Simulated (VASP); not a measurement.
Method: PW91 GGA, VASP's PBE PAW potentials (set 64) (plane waves; VASP 6.6.1).

Input for VASP

File POSCAR:
```
ZrO2
1
    0.0000000000     2.5585937230     2.5585937230
    2.5585937230     0.0000000000     2.5585937230
    2.5585937230     2.5585937230     0.0000000000
Zr O
1 2
Direct
  0.0000000000   0.0000000000   0.0000000000
  0.2500000000   0.2500000000   0.2500000000
  0.7500000000   0.7500000000   0.7500000000
```

File KPOINTS:
```
Automatic mesh
0
gamma
 8 8 8
```

INCAR:
```
# general
SYSTEM  = ZrO2
PREC    = Accurate
ENCUT   = 520
LREAL   = .FALSE.
LASPH   = .TRUE.

# electronic loop
EDIFF   = 1E-7
NELM    = 100
ALGO    = Normal
LMAXMIX = 4

# smearing
ISMEAR  = -5

# functional
GGA     = 91

# ions
ISIF    = 2

# output
LWAVE   = .FALSE.
LCHARG  = .TRUE.
LORBIT  = 11
NEDOS   = 601

# other
LEFG    = .TRUE.
```

POTCAR, in this order: Zr_sv O (PBE.64 set). Program: vasp_std.

The resulting files:

### OSZICAR
```
       N       E                     dE             d eps       ncg     rms          rms(c)
DAV:   1     0.195468612146E+03    0.19547E+03   -0.14567E+04   928   0.153E+03
DAV:   2    -0.274093299317E+02   -0.22288E+03   -0.22087E+03  1192   0.390E+02
DAV:   3    -0.351215479072E+02   -0.77122E+01   -0.77047E+01  1368   0.750E+01
DAV:   4    -0.353425858698E+02   -0.22104E+00   -0.22100E+00  1312   0.959E+00
DAV:   5    -0.353456053298E+02   -0.30195E-02   -0.30194E-02  1232   0.986E-01    0.242E+01
DAV:   6    -0.288420825931E+02    0.65035E+01   -0.37983E+01  1040   0.476E+01    0.958E+00
DAV:   7    -0.287800376000E+02    0.62045E-01   -0.15077E+00  1264   0.101E+01    0.600E+00
DAV:   8    -0.287454723941E+02    0.34565E-01   -0.17767E-01  1256   0.434E+00    0.464E-01
DAV:   9    -0.287462947741E+02   -0.82238E-03   -0.14446E-02  1208   0.873E-01    0.334E-01
DAV:  10    -0.287472869988E+02   -0.99222E-03   -0.47913E-03  1176   0.707E-01    0.144E-01
DAV:  11    -0.287473008619E+02   -0.13863E-04   -0.16745E-03  1216   0.336E-01    0.136E-01
DAV:  12    -0.287472375195E+02    0.63342E-04   -0.34326E-04  1064   0.148E-01    0.526E-03
DAV:  13    -0.287472388550E+02   -0.13355E-05   -0.11316E-05  1200   0.255E-02    0.305E-03
DAV:  14    -0.287472391602E+02   -0.30521E-06   -0.21182E-06  1200   0.973E-03    0.504E-03
DAV:  15    -0.287472389821E+02    0.17815E-06   -0.26637E-07   864   0.466E-03    0.653E-04
DAV:  16    -0.287472389783E+02    0.38103E-08   -0.16168E-08   592   0.112E-03
   1 F= -.28747239E+02 E0= -.28747239E+02  d E =0.000000E+00
```

File OUTCAR:
```
------------------------ aborting loop because EDIFF is reached ----------------------------------------
  FORCE on cell =-STRESS in cart. coord.  units (eV):
  Direction    XX          YY          ZZ          XY          YZ          ZX
  --------------------------------------------------------------------------------------
  Total       -0.0079987     -0.0079987     -0.0079987      0.0000000      0.0000000      0.0000000
  in kB       -0.3825552     -0.3825552     -0.3825552      0.0000000      0.0000000      0.0000000
  external PRESSURE =      -0.3825552 kB  Pullay stress =       0.0000000 kB
  volume of cell :       33.50
      direct lattice vectors                 reciprocal lattice vectors
     0.000000000  2.558593723  2.558593723    -0.195419849  0.195419849  0.195419849
     2.558593723  0.000000000  2.558593723     0.195419849 -0.195419849  0.195419849
     2.558593723  2.558593723  0.000000000     0.195419849  0.195419849 -0.195419849
 POSITION                                       TOTAL-FORCE (eV/Angst)
 -----------------------------------------------------------------------------------
      0.00000      0.00000      0.00000         0.000000      0.000000      0.000000
      1.27930      1.27930      1.27930         0.000000      0.000000      0.000000
      3.83789      3.83789      3.83789        -0.000000     -0.000000     -0.000000
 -----------------------------------------------------------------------------------
    total drift:                                0.000000      0.000000      0.000000
  FREE ENERGIE OF THE ION-ELECTRON SYSTEM (eV)
  ---------------------------------------------------
  free  energy   TOTEN  =       -28.7472389783 eV

  energy  without entropy=      -28.7472389783  energy(sigma->0) =      -28.74723898

 total charge

# of ion       s       p       d       tot
------------------------------------------
    1        2.165   6.046   1.288   9.498
    2        1.560   3.531   0.000   5.091
    3        1.560   3.531   0.000   5.091
--------------------------------------------------
tot          5.286  13.107   1.288  19.681

 Electric field gradients after diagonalization (V/A^2)
 (convention: |V_zz| > |V_xx| > |V_yy|)
----------------------------------------------------------------------
 ion       V_xx      V_yy      V_zz     asymmetry (V_yy - V_xx)/ V_zz
----------------------------------------------------------------------
   1      -0.000    -0.000     0.000       0.000
   2       0.001     0.001    -0.002       0.000
   3       0.001     0.001    -0.002       0.000
```
(Selected blocks of OUTCAR.)

The compound is ZrO2 in the fluorite structure, the high-temperature cubic form, which is unstable at 0 K; the monoclinic form is the stable one. It was relaxed first.
